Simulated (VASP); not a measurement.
# HgTe (Coloradoite) (F-43m) in VASP: a series of runs

One crystal, HgTe (Coloradoite), is run at these levels: PBE, HSE06, PBE0; tasks: band structure.

Program: VASP 6.6.1. These are calculated values, not measurements. Logs are shortened: lines on timing, memory, paths and dates and some standing lists are left out, and cuts for length are marked.

## (1) Starting point

It takes space group F-43m (No. 216, cubic). The conventional cell has a = 6.516 Å, b = 6.516 Å, c = 6.516 Å, α = 90.00°, β = 90.00°, γ = 90.00°. Hg (site symmetry -43m) is surrounded by 4 Te at 2.82 Å. Te (site symmetry -43m) is surrounded by 4 Hg at 2.82 Å.

## (2) Band structure, PBE

INCAR

```
PREC = Accurate
ENCUT = 520
EDIFF = 1E-7
ISMEAR = 0
SIGMA = 0.03
LREAL = False
LASPH = True
NELM = 80
ALGO = Normal
ISIF = 2
LWAVE = False
LCHARG = False
GGA = PE
KPAR = 8
```

KPOINTS

```
regular mesh
0
Gamma
  6 6 6
```

POSCAR

```
HgTe                                    
1.0
    0.0000000000      3.2580088207      3.2580088207
    3.2580088207      0.0000000000      3.2580088207
    3.2580088207      3.2580088207      0.0000000000
  Hg              Te            
     1     1
Direct
     0.0000000000000000    0.0000000000000000    0.0000000000000000
     0.2500000000000000    0.2500000000000000    0.2500000000000000
```

KPOINTS_OPT

```
explicit points
6
Reciprocal
 0.0000000000  0.0000000000  0.0000000000 1
 0.3750000000  0.3750000000  0.7500000000 1
 0.5000000000  0.5000000000  0.5000000000 1
 0.6250000000  0.2500000000  0.6250000000 1
 0.5000000000  0.2500000000  0.7500000000 1
 0.5000000000  0.0000000000  0.5000000000 1
```

Potentials or basis: VASP PAW PBE potentials, release 64 (Hg, Te).

Launch:

```bash
cat potpaw_PBE.64/Hg/POTCAR potpaw_PBE.64/Te/POTCAR > POTCAR
mpirun -np 8 vasp_std > vasp.out
```

OUTCAR:

```text
PREC = Accurate
   ENCUT = 520
   EDIFF = 1E-7
   ISMEAR = 0
   LREAL = False
   LASPH = True
   NELM = 80
   ISIF = 2
   GGA = PE

 ion  position               nearest neighbor table
   1  0.000  0.000  0.000-   2 2.82   2 2.82   2 2.82   2 2.82
   2  0.250  0.250  0.250-   1 2.82   1 2.82   1 2.82   1 2.82

  LATTYP: Found a face centered cubic cell.
 ALAT       =     6.5160176414

  Lattice vectors:

 A1 = (   0.0000000000,   3.2580088207,   3.2580088207)
 A2 = (   3.2580088207,   0.0000000000,   3.2580088207)
 A3 = (   3.2580088207,   3.2580088207,   0.0000000000)

Analysis of symmetry for initial positions (statically):
=====================================================================
 Subroutine PRICEL returns:
 Original cell was already a primitive cell.

 Routine SETGRP: Setting up the symmetry group for a
 face centered cubic supercell.

 Subroutine GETGRP returns: Found 24 space group operations
 (whereof 24 operations were pure point group operations)
 out of a pool of 48 trial point group operations.

The static configuration has the point symmetry T_d .

Analysis of symmetry for dynamics (positions and initial velocities):
=====================================================================
 Subroutine PRICEL returns:
 Original cell was already a primitive cell.

 Routine SETGRP: Setting up the symmetry group for a
 face centered cubic supercell.

 Subroutine GETGRP returns: Found 24 space group operations
 (whereof 24 operations were pure point group operations)
 out of a pool of 48 trial point group operations.

The dynamic configuration has the point symmetry T_d .

 Subroutine INISYM returns: Found 24 space group operations
 (whereof 24 operations are pure point group operations),
 and found     1 'primitive' translations

----------------------------------------------------------------------------------------

                                     Primitive cell

  volume of cell :      69.1651

  direct lattice vectors                    reciprocal lattice vectors
     0.000000000  3.258008821  3.258008821    -0.153467970  0.153467970  0.153467970
     3.258008821  0.000000000  3.258008821     0.153467970 -0.153467970  0.153467970
     3.258008821  3.258008821  0.000000000     0.153467970  0.153467970 -0.153467970

  length of vectors
     4.607520261  4.607520261  4.607520261     0.265814321  0.265814321  0.265814321

  position of ions in fractional coordinates (direct lattice)
     0.000000000  0.000000000  0.000000000
     0.250000000  0.250000000  0.250000000

  ion indices of the primitive-cell ions
   primitive index   ion index
                 1           1
                 2           2

----------------------------------------------------------------------------------------

 KPOINTS: regular mesh

Automatic generation of k-mesh.
 Grid dimensions read from file:
 generate k-points for:    6    6    6

 Generating k-lattice:

  Cartesian coordinates                     Fractional coordinates (reciprocal lattice)
    -0.025577995  0.025577995  0.025577995     0.166666667  0.000000000  0.000000000
     0.025577995 -0.025577995  0.025577995     0.000000000  0.166666667  0.000000000
     0.025577995  0.025577995 -0.025577995     0.000000000  0.000000000  0.166666667

  Length of vectors
     0.044302387  0.044302387  0.044302387

  Shift w.r.t. Gamma in fractional coordinates (k-lattice)
     0.000000000  0.000000000  0.000000000

 Subroutine IBZKPT returns following result:
 ===========================================

 Found     16 irreducible k-points:

 Following reciprocal coordinates:
            Coordinates               Weight
  0.000000  0.000000  0.000000      1.000000
  0.166667  0.000000  0.000000      8.000000
  0.333333  0.000000  0.000000      8.000000
  0.500000  0.000000  0.000000      4.000000
  0.166667  0.166667  0.000000      6.000000
  0.333333  0.166667  0.000000     24.000000
[... 8 lines left out ...]
 -0.333333  0.333333  0.166667     24.000000
 -0.333333  0.500000  0.166667     12.000000
   k-points           NKPTS =     16   k-points in BZ     NKDIM =     16   number of bands    NBANDS=     13
   number of dos      NEDOS =    301   number of ions     NIONS =      2
   total plane-waves  NPLWV =  46656
   dimension x,y,z NGX =    36 NGY =   36 NGZ =   36
   dimension x,y,z NGXF=    72 NGYF=   72 NGZF=   72
   ions per type =               1   1
   NGX,Y,Z   is equivalent  to a cutoff of  12.99, 12.99, 12.99 a.u.
   NGXF,Y,Z  is equivalent  to a cutoff of  25.98, 25.98, 25.98 a.u.
 SYSTEM =  unknown system
   PREC   = accura    normal or accurate (medium, high low for compatibility)
   ISTART =      0    job   : 0-new  1-cont  2-samecut
   ICHARG =      2    charge: 1-file 2-atom 10-const
   ISPIN  =      1    spin polarized calculation?
   LNONCOLLINEAR =      F non collinear calculations
   LSORBIT =      F    spin-orbit coupling
   LASPH  =      T    aspherical Exc in radial PAW
   ENCUT  =  520.0 eV  38.22 Ry    6.18 a.u.   8.57  8.57  8.57*2*pi/ulx,y,z
   NELM   =     80;   NELMIN=  2; NELMDL= -5     # of ELM steps
   EDIFF  = 0.1E-06   stopping-criterion for ELM
   LREAL  =      F    real-space projection
   EDIFFG = 0.1E-05   stopping-criterion for IOM
   NSW    =      0    number of steps for IOM
   IBRION =     -1    ionic relax: 0-MD 1-quasi-New 2-CG
   NFREE  =      0    steps in history (QN), initial steepest desc. (CG)
   ISIF   =      2    stress and relaxation
   ISYM   =      2    0-nonsym 1-usesym 2-fastsym
   POTIM  = 0.5000    time-step for ionic-motion
   TEBEG  =    0.0;   TEEND  =   0.0 temperature during run
   PSTRESS=    0.0 pullay stress
   NELECT =      18.0000    total number of electrons
   NUPDOWN=      -1.0000    fix difference up-down
   EMIN   =  10.00;   EMAX   =-10.00  energy-range for DOS
   EFERMI =   0.00;   METHOD = LEGACY
   ISMEAR =     0;   SIGMA  =   0.03  broadening in eV -4-tet -1-fermi 0-gaus
   EFERMI_NEDOS =   21; number of points for ismear=-14 and -15
   IALGO  =     38    algorithm
   IMIX   =      4    mixing-type and parameters
     AMIX     =   0.40;   BMIX     =  1.00
     AMIX_MAG =   1.60;   BMIX_MAG =  1.00
  volume/ion in A,a.u.               =      34.58       233.37
  Fermi-wavevector in a.u.,A,eV,Ry     =   1.045210  1.975160 14.863864  1.092463
  Thomas-Fermi vector in A             =   2.179996
   LORBIT       =      0    0 simple, 1 ext, 2 COOP (PROOUT), +10 PAW based schemes
   GGA     = PE    functional components
   LHFCALC =     F    Hartree Fock is set to
   AEXX    =    0.0000 exact exchange contribution
   IVDW    =     0    specifies the selected vdW correction
   LEPSILON=     F    determine dielectric tensor
   LRPA    =     F    only Hartree local field effects (RPA)
 non-spin polarized calculation
 Gauss-broadening in eV      SIGMA  =   0.03
  energy-cutoff  :      520.00
  volume of cell :       69.17
 maximum number of plane-waves:      1892
 NGX is ok and might be reduce to    36
   NGX = 17   NGY = 17   NGZ = 17

 number of electron      18.0000002 magnetization

 Free energy of the ion-electron system (eV)
  ---------------------------------------------------
  ext. energy  EPLUGINS =         0.00000000
  ---------------------------------------------------
  free energy    TOTEN  =        -3.60572655 eV

  energy without entropy =       -3.60551229  energy(sigma->0) =       -3.60561942

 E-fermi :   2.8589     XC(G=0):  -8.6313

 val. band max:        2.8497459905   @ k =   0.0000   0.0000   0.0000
 cond. band min:       3.5529046664   @ k =   0.5000   0.0000   0.0000
 fundamental gap:      0.7031586759
 Fermi energy:         2.8588830726

 k-point     1 :       0.0000    0.0000    0.0000
  band No.  band energies     occupation
      1      -8.9658      2.00000
      2      -4.3702      2.00000
      3      -4.3702      2.00000
      4      -4.3702      2.00000
      5      -3.8697      2.00000
      6      -3.8697      2.00000
      7       2.0641      2.00000
      8       2.8497      1.33333
      9       2.8497      1.33333
     10       2.8497      1.33333
     11       7.1199      0.00000
     12       7.1199      0.00000
     13       7.1199      0.00000

 k-point     2 :       0.1667    0.0000    0.0000
  band No.  band energies     occupation
      1      -8.8394      2.00000
      2      -4.3360      2.00000
      3      -4.3360      2.00000
      4      -4.3131      2.00000
      5      -3.8723      2.00000
      6      -3.8723      2.00000
      7       0.5111      2.00000
      8       2.5749      2.00000
      9       2.5749      2.00000
     10       3.6290      0.00000
     11       7.1580      0.00000
     12       7.4806      0.00000
     13       7.4806      0.00000

 k-point     3 :       0.3333    0.0000    0.0000
  band No.  band energies     occupation
      1      -8.5686      2.00000
      2      -4.2766      2.00000
      3      -4.2766      2.00000
      4      -4.0302      2.00000
      5      -3.8636      2.00000
      6      -3.8636      2.00000
      7      -1.3827      2.00000
      8       2.1132      2.00000
      9       2.1132      2.00000
     10       3.6482      0.00000
     11       7.8697      0.00000
     12       7.8697      0.00000
     13       8.6533      0.00000

 k-point     4 :       0.5000    0.0000    0.0000
  band No.  band energies     occupation
      1      -8.4235      2.00000
      2      -4.2535      2.00000
      3      -4.2535      2.00000
      4      -3.8500      2.00000
      5      -3.8500      2.00000
      6      -3.5792      2.00000
      7      -2.4853      2.00000
      8       1.9096      2.00000
      9       1.9096      2.00000
     10       3.5529      0.00000
     11       7.9026      0.00000
     12       7.9026      0.00000
     13       9.7144      0.00000

 k-point     5 :       0.1667    0.1667    0.0000
  band No.  band energies     occupation
      1      -8.7967      2.00000
      2      -4.3431      2.00000
      3      -4.3009      2.00000
      4      -4.3009      2.00000
      5      -3.8915      2.00000
      6      -3.8551      2.00000
      7       0.4314      2.00000
      8       2.1495      2.00000
      9       2.1495      2.00000
     10       4.3403      0.00000
     11       6.1939      0.00000
     12       8.0956      0.00000
     13       8.0956      0.00000
[... 129 lines left out ...]
 k-point    14 :       0.5000    0.3333    0.1667
  band No.  band energies     occupation
      1      -8.3817      2.00000
      2      -4.2071      2.00000
      3      -4.1819      2.00000
      4      -4.0081      2.00000
      5      -3.8469      2.00000
      6      -3.7247      2.00000
      7      -1.7723      2.00000
      8       0.5312      2.00000
      9       1.3309      2.00000
     10       5.3061      0.00000
     11       6.8244      0.00000
     12       8.0084      0.00000
     13       9.9934      0.00000

 k-point    15 :      -0.3333    0.3333    0.1667
  band No.  band energies     occupation
      1      -8.2835      2.00000
      2      -4.1845      2.00000
      3      -4.1522      2.00000
      4      -3.9156      2.00000
      5      -3.8777      2.00000
      6      -3.4274      2.00000
      7      -2.3932      2.00000
      8       0.2123      2.00000
      9       1.0293      2.00000
     10       5.5100      0.00000
     11       7.3737      0.00000
     12       8.2196      0.00000
     13      10.0091      0.00000

 k-point    16 :      -0.3333    0.5000    0.1667
  band No.  band energies     occupation
      1      -8.2347      2.00000
      2      -4.1625      2.00000
      3      -4.1014      2.00000
      4      -3.9810      2.00000
      5      -3.8527      2.00000
      6      -3.3264      2.00000
      7      -2.5135      2.00000
      8       0.3971      2.00000
      9       0.4624      2.00000
     10       5.5648      0.00000
     11       6.5591      0.00000
     12       9.2887      0.00000
     13       9.5041      0.00000

------------------------ aborting loop because EDIFF is reached ----------------------------------------

  FORCE on cell =-STRESS in cart. coord.  units (eV):
  Direction    XX          YY          ZZ          XY          YZ          ZX
  --------------------------------------------------------------------------------------
  -------------------------------------------------------------------------------------
  Total        1.1157619      1.1157619      1.1157619      0.0000000      0.0000000     -0.0000000
  in kB       25.8461195     25.8461195     25.8461195      0.0000000      0.0000000     -0.0000000
  external PRESSURE =      25.8461195 kB  Pullay stress =       0.0000000 kB

 VOLUME and BASIS-vectors are now :
 -----------------------------------------------------------------------------
  energy-cutoff  :      520.00
  volume of cell :       69.17
      direct lattice vectors                 reciprocal lattice vectors
     0.000000000  3.258008821  3.258008821    -0.153467970  0.153467970  0.153467970
     3.258008821  0.000000000  3.258008821     0.153467970 -0.153467970  0.153467970
     3.258008821  3.258008821  0.000000000     0.153467970  0.153467970 -0.153467970

 POSITION                                       TOTAL-FORCE (eV/Angst)
 -----------------------------------------------------------------------------------
      0.00000      0.00000      0.00000        -0.000000     -0.000000     -0.000000
      1.62900      1.62900      1.62900         0.000000      0.000000      0.000000
 -----------------------------------------------------------------------------------
    total drift:                               -0.000000     -0.000000     -0.000000

  FREE ENERGIE OF THE ION-ELECTRON SYSTEM (eV)
  ---------------------------------------------------
  free  energy   TOTEN  =        -3.6057265481 eV

  energy  without entropy=       -3.6055122949  energy(sigma->0) =       -3.60561942
```

Run time: 4.2 s. Hardware: 8 MPI ranks of AMD EPYC 9R45 (Zen 5), shared host; peak memory 0.2 GiB.

Results:

- Free energy: -3.6057 eV
- Pressure: 2.6 GPa
- Band gap along the path: none (metal or under the smearing width)

Caveat: spin-orbit coupling is left out, which moves the levels of the heavy elements.

[end of part 1 of 2]
